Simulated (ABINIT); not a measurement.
Write the native input for ABINIT 10.8.3 (patched build) that does the following.

```
Task                : single point
Functional          : r2SCAN
Potentials or basis : JTH PAW PBE v2.0
Cutoff              : 544 eV
k mesh              : 6 × 6 × 6
Occupations         : fermi-dirac, width 0.05 eV
Spin                : no spin polarisation
Fine-grid cutoff    : 1088.46 eV
```

The system is PbSe (Clausthalite).

```
Pb Se
1.0
     0.00000    3.06065    3.06065
     3.06065    0.00000    3.06065
     3.06065    3.06065    0.00000
Pb Se
1 1
Direct
  0.00000 0.00000 0.00000
  0.50000 0.50000 0.50000
```

One way to write it, as run:

run.abi

```
pp_dirpath "./"
pseudos "Pb.GGA_PBE-JTH.xml, Se.GGA_PBE-JTH.xml"

acell 4.3284127397 4.3284127397 4.3284127397 Angstrom
rprim
     0.0000000000     0.7071067812     0.7071067812
     0.7071067812     0.0000000000     0.7071067812
     0.7071067812     0.7071067812     0.0000000000
ntypat 2
znucl 82 34
natom 2
typat 1 2
xred
     0.0000000000     0.0000000000     0.0000000000
     0.5000000000     0.5000000000     0.5000000000

ecut 20.0
pawecutdg 40.0

kptopt 1
ngkpt 6 6 6
nshiftk 1
shiftk 0.0 0.0 0.0

ixc -497498
usekden 1
pawxcdev 0

nband 14
occopt 3
tsmear 0.00183747

nstep 100
tolvrs 1.0e-7

iomode 3
prtwf 0
prtden 0
prteig 0
prtebands 0
enunit 2
```

Potentials or basis: JTH PAW PBE v2.0.

The run is started by

```sh
$ abinit run.abi > log 2>&1
```

Results of the run:

```yaml
Band_gap_on_the_k_mesh: 0.57 eV, direct
Valence_electrons_inside_the_program's_atomic_spheres: Pb 11.30; Se 3.94
```

Caveat: spin-orbit coupling is left out, which as a rule narrows the gap of such compounds by several tenths of an eV.

Run time: 51 s on 1 thread of Arm Neoverse V2 (shared host), peak memory 0.15 GiB.
